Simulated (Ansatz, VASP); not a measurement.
One calculation of H3Rh, two programs

INCAR

```
PREC     = Accurate       # precision mode
ENCUT    = 600            # plane-wave cutoff, eV
EDIFF    = 1E-6           # SCF threshold, eV
ISMEAR   = 0              # smearing method
SIGMA    = 0.1            # smearing width, eV
LREAL    = False          # projectors in reciprocal space
LASPH    = True           # aspherical terms in the spheres
NELM     = 100            # most SCF steps
ALGO     = Normal         # electronic algorithm
ISIF     = 3              # what is computed and relaxed
LWAVE    = False          # write WAVECAR
LCHARG   = False          # write CHGCAR
GGA      = PE             # functional
IBRION   = 2              # ionic algorithm
NSW      = 90             # ionic steps
EDIFFG   = -0.04          # ionic threshold
```

KPOINTS

```
regular mesh
0
Gamma
  6 6 6
```

Contents of POSCAR:

```
H3Rh
1.0
    3.2522044700      0.0000000000      0.0000000000
    0.0000000000      3.2522044700      0.0000000000
    0.0000000000      0.0000000000      3.2522044700
H Rh
3 1
Direct
    0.0000000000      0.5000000000      0.5000000000
    0.5000000000      0.0000000000      0.5000000000
    0.5000000000      0.5000000000      0.0000000000
    0.5000000000      0.5000000000      0.5000000000
```

Input for Ansatz:

```yaml
crystal:
  lattice:
    - [3.25220447, 0.0, 0.0]
    - [0.0, 3.25220447, 0.0]
    - [0.0, 0.0, 3.25220447]
  atoms:
    - { symbol: H, position: [0.0, 0.5, 0.5] }
    - { symbol: H, position: [0.5, 0.0, 0.5] }
    - { symbol: H, position: [0.5, 0.5, 0.0] }
    - { symbol: Rh, position: [0.5, 0.5, 0.5] }
basis:
  ecutwfc: 420
kpoints:
  mp_grid: { grid: [6, 6, 6] }
hamiltonian:
  xc: pbe
scf:
  occupations: { method: gaussian, width: 0.1 }
  lower_state_search: "off"
output:
  forces: true
  stress: true
  eigenvalues: true
relax:
  adjacent_minimum: "off"
  f_tol: 0.04
  max_steps: 70
  cell: { stress_tol: 0.4 }
```

Alike in both runs: task relaxation of cell and atoms; functional PBE; k mesh 6 × 6 × 6; occupations gaussian, width 0.1 eV; no spin polarisation.

```csv
,VASP,Ansatz
version,VASP 6.6.1,Ansatz 0.2.0
potentials or method,"VASP PAW PBE potentials, release 64 (H, Rh_pv)","scalar-relativistic, plane waves, PAW"
plane-wave cutoff (eV),600,420
valence electrons in the cell,18,20
```

VASP gave:

* gap on the k mesh at the Fermi level, each at its own relaxed structure (eV): none
* relaxed volume (Å³/atom): 9.24
* relaxed cell length with the largest relative difference (Å): 3.331
* energy change over the relaxation (meV/atom): -14

Problem. Which values does Ansatz return?

Solution. gap on the k mesh at the Fermi level, each at its own relaxed structure (eV): none; relaxed volume (Å³/atom): 9.22; relaxed cell length with the largest relative difference (Å): 3.328; energy change over the relaxation (meV/atom): -14.

A gap of «none» marks a metal or a gap that the smearing closes. The two sets of potentials don't hold the same shells in valence.
